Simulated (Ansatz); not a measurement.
Runs of Ansatz 0.2.0 on Ti3Al. Symmetry: P-6m2, No. 187, hexagonal system. The conventional cell has a = 2.928 Å, b = 2.928 Å, c = 9.226 Å, α = 90.00°, β = 90.00°, γ = 120.00°. Ti (site symmetry 3m) is surrounded by 9 Ti at 2.86 to 2.93 Å and 3 Al at 2.86 Å. Around Ti (site symmetry -6m2) lie 12 Ti at 2.86 to 2.93 Å. Around Al (site symmetry -6m2) lie 6 Ti at 2.86 Å and 6 Al at 2.93 Å. The cell comes from a database or a generator and needn't be the stable form of this composition.

```csv
level,cutoff (eV),gap on the mesh (eV),pressure (GPa),largest force (eV/Å)
PBEsol,420,none,(b),0.01
HSE06,420,none,-1.6,0.01
r2SCAN,500,none,-0.7,0.06
LDA,420,none,-7.0,(a)
```

Alike in all rows: task projected density of states; potentials or basis Ansatz PAW; no spin polarisation; cell as given; k mesh 6 × 6 × 2; smearing fermi-dirac 0.05 eV; the mesh is coarse, so values aren't converged.

Task: Fill in the values left out.

Result: (a) 0.07; (b) -3.3.

Caveats: all runs use coarse meshes; the PAW data sets come from PBE, with cores solved anew for the run's functional, which leaves a small shift of forces and pressure; the thresholds are loose for stress (some runs).

A gap of «none» marks a metal or a gap under the smearing width.
